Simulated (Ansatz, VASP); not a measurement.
Pb: VASP beside Ansatz

```xyz
1
Lattice="-1.9940 1.9940 1.9940 1.9940 -1.9940 1.9940 1.9940 1.9940 -1.9940" Properties=species:S:1:pos:R:3 pbc="T T T"
Pb    0.0000    0.0000    0.0000
```

Alike in both runs: functional PBE; k mesh 14 × 14 × 14; occupations fermi-dirac, width 0.05 eV; no spin polarisation.

Ansatz relaxed the structure, and its values are those at the end. VASP's run is a single point on that final structure, the one shown.

|  | VASP | Ansatz |
| --- | --- | --- |
| version | VASP 6.6.1 | Ansatz 0.2.0 |
| potentials or method | VASP PAW PBE potentials, release 64 (Pb_d), cutoff 520 eV | all-electron LAPW, scalar-relativistic |

|  | VASP | Ansatz | Ansatz less VASP |
| --- | --- | --- | --- |
| pressure (GPa) | 0.2 | 0.2 | +0.06 |

Ansatz ran all-electron here, so the differences hold the error of VASP's frozen core and of both bases.

Spin-orbit coupling is left out, which matters for the levels of Pb.
